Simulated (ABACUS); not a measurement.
The system is I.

```xyz
1
Lattice="0.0000 2.3656 3.9098 2.1922 0.0000 3.9098 2.1922 2.3656 0.0000" Properties=species:S:1:pos:R:3 pbc="T T T"
I     0.0000    0.0000    0.0000
```

```yaml
Program: ABACUS 3.10.1
Task: relaxation of cell and atoms
Functional: OLYP
Potentials_or_basis: SG15 ONCV 1.2 PBE
Cutoff: 966 eV
Density_cutoff: 3864 eV
Basis: plane waves
k_mesh: 7 × 7 × 7
Occupations: fermi-dirac, width 0.05 eV
Spin: no spin polarisation
```

At the start: pressure 2.6 GPa; volume 40.55 Å³/atom.

Problem. Where does the relaxation end?

Solution. Over 14 steps the energy falls by 131.3 meV/atom and the volume is 55.74 Å³/atom (+37.4 %); space group Fmmm (No. 69, to 0.05 Å).

Step by step:
```tsv
step	energy change (eV)	largest force (eV/Å)	pressure (GPa)	volume (Å³)
1	0.0000	0.0000	2.58	40.55
2	-0.0498	0.0000	0.80	44.66
3	-0.0656	0.0000	-0.25	48.49
4	-0.1023	0.0000	-0.07	50.12
5	-0.1273	0.0000	0.50	52.76
6	-0.1273	0.0000	0.54	52.89
7	-0.1307	0.0000	-0.11	56.11
8	-0.1309	0.0000	-0.01	55.55
9	-0.1309	0.0000	-0.01	55.60
10	-0.1311	0.0000	0.01	55.75
11	-0.1312	0.0000	-0.02	55.85
12	-0.1312	0.0000	-0.08	55.99
13	-0.1312	0.0000	0.02	55.64
14	-0.1313	0.0000	-0.01	55.74
```

Final structure:
```yaml
crystal:
  lattice:
    - [0.00000, 2.37955, 5.13842]
    - [2.27924, 0.00000, 5.13842]
    - [2.27924, 2.37955, 0.00000]
  atoms:
    - { symbol: I, position: [0.00000, 0.00000, 0.00000] }
```

Caveat: the volume moved by over 15 % at a fixed basis, so the end points are rough; the potentials were made for another functional, which shifts forces and pressure; an odd number of electrons without spin polarisation forces a metal; a magnetic or distorted state may lie lower.
